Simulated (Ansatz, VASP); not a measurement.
**Two plane-wave programs on Pt**

File INCAR:

```
PREC = Accurate ; ENCUT = 520
EDIFF = 1E-6 ; ISMEAR = -1
SIGMA = 0.05 ; LREAL = False
LASPH = True ; NELM = 80
ALGO = Normal ; ISIF = 2
LWAVE = False ; LCHARG = False
GGA = B5 ; ALDAX = 1.0
AGGAX = 1.0 ; AGGAC = 1.0
ALDAC = 0.0 ; NBANDS = 11
```

File KPOINTS:

```
regular mesh
0
Gamma
  12 12 12
```

Contents of POSCAR:

```
Pt
1.0
    0.0000000000      1.9609000000      1.9609000000
    1.9609000000      0.0000000000      1.9609000000
    1.9609000000      1.9609000000      0.0000000000
Pt
1
Direct
    0.0000000000      0.0000000000      0.0000000000
```

File input.yaml:

```yaml
crystal:
  lattice:
    - [0.0, 1.9609, 1.9609]
    - [1.9609, 0.0, 1.9609]
    - [1.9609, 1.9609, 0.0]
  atoms:
    - { symbol: Pt, position: [0.0, 0.0, 0.0] }
hamiltonian:
  xc: blyp
  pseudopotentials: { kind: paw }
kpoints:
  mp_grid: { grid: [12, 12, 12] }
  band_path:
    path:
      - [[0.0, 0.0, 0.0], [0.5, 0.0, 0.5], [0.5, 0.25, 0.75], [0.375, 0.375, 0.75], [0.0, 0.0, 0.0], [0.5, 0.5, 0.5], [0.625, 0.25, 0.625], [0.5, 0.25, 0.75], [0.5, 0.5, 0.5], [0.375, 0.375, 0.75]]
      - [[0.625, 0.25, 0.625], [0.5, 0.0, 0.5]]
    npoints: 14
scf:
  occupations: { method: fermi_dirac, width: 0.05 }
  n_extra_bands: 6
output:
  forces: true
  stress: true
  eigenvalues: true
  fatbands: false
```

Alike in both runs: functional BLYP; k mesh 12 × 12 × 12; occupations fermi-dirac, width 0.05 eV; no spin polarisation.

|  | VASP | Ansatz |
| --- | --- | --- |
| version | VASP 6.6.1 | Ansatz 0.2.0 |
| potentials or method | VASP PAW PBE potentials, release 64 (Pt) | Ansatz PAW |
| plane-wave cutoff (eV) | 520 | 420 |
| valence electrons in the cell | 10 | 18 |
| task | single point | band structure |

|  | VASP | Ansatz | Ansatz less VASP |
| --- | --- | --- | --- |
| gap on the k mesh at the Fermi level (eV) | none | none | - |
| pressure (GPa) | 27.1 | 25.6 | -1.56 |

A gap of «none» marks a metal or a gap that the smearing closes. The two sets of potentials don't hold the same shells in valence.

Caveats: so large a pressure means that the cell lies far from this level's equilibrium, or that cutoff or potentials fall short; the potentials were made for another functional, which shifts forces and pressure (VASP); spin-orbit coupling is left out, which moves the levels of the heavy elements (Ansatz); the PAW data sets come from PBE, with cores solved anew for the run's functional, which leaves a small shift of forces and pressure (Ansatz). Spin-orbit coupling is left out, which matters for the levels of Pt.
